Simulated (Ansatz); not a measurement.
## SnSe2 (anatase) from LDA to hybrids

All numbers come from the PAW code Ansatz. (Calculated; non-magnetic; the phase may be known or hypothetical.)

Anatase SnSe2, relaxed with r2SCAN. Space group I4_1/amd (No. 141), tetragonal; conventional cell a = 5.629 Å, c = 11.023 Å, 29.10 Å³ an atom. Sn is surrounded by 6 Se at 2.54–2.82 Å; Se is surrounded by 3 Sn at 2.54–2.82 Å.

```cif
data_structure
_symmetry_space_group_name_H-M 'I4_1/amd:1'
_symmetry_Int_Tables_number 141
_cell_length_a 5.6288
_cell_length_b 5.6288
_cell_length_c 11.0226
_cell_angle_alpha 90.000
_cell_angle_beta 90.000
_cell_angle_gamma 90.000
_cell_volume 349.23
loop_
_atom_site_label
_atom_site_type_symbol
_atom_site_symmetry_multiplicity
_atom_site_Wyckoff_symbol
_atom_site_fract_x
_atom_site_fract_y
_atom_site_fract_z
_atom_site_occupancy
Sn1 Sn 4 a 0.00000 0.50000 0.25000 1
Se1 Se 8 e 0.00000 0.50000 0.01938 1
```

Relaxed lattice by functional, symmetry kept:

| functional | k mesh | a (Å) | c (Å) | volume (Å³/atom) |
| --- | --- | --- | --- | --- |
| PBE | 6×6×6 | 5.694 | 11.256 | 30.41 |
| r2SCAN | 6×6×6 | 5.629 | 11.023 | 29.10 |
| PBEsol | 6×6×6 | 5.612 | 10.670 | 28.01 |

Gaps on the r2SCAN cell, each the least over its mesh and the special points:
```csv
level,k mesh,gap (eV),kind,edges,least direct gap (eV)
LDA,6×6×6,0.16,indirect,"(0.141, 0.224, 0.318) → Γ–M (0.94)",0.39
PBE+SOC,6×6×6,0.25,indirect,P → Γ–M (0.94),0.41
r2SCAN,6×6×6,0.48,indirect,"(0.141, 0.224, 0.318) → Γ–M (0.94)",0.81
HSE06,4×4×4,1.01,indirect,"(0.141, 0.224, 0.318) → Γ–M (0.94)",1.25
PBE0,4×4×4,1.67,indirect,"(0.141, 0.224, 0.318) → Γ",1.86
```
PBE+SOC: smearing of 0.02 eV; the others have fixed occupations.
Wave cutoffs: 420 eV, 500 eV (r2SCAN).
Points off the special ones are mesh points or PBE's searched band edges, reused at the other levels. PBE's own run along the path (0.30 eV) came before the search for the edges and missed one, so it isn't listed.

HSE06 gives an indirect gap of 1.01 eV, from k = (0.141, 0.224, 0.318) to Γ–M (0.94 of the way from Γ); the least direct gap is 1.25 eV at Γ.

All these functionals give a gap of the same kind, indirect.

Only the levels marked +SOC include spin-orbit coupling.

Coordinates of k points refer to the reciprocal vectors of the primitive cell of the runs.
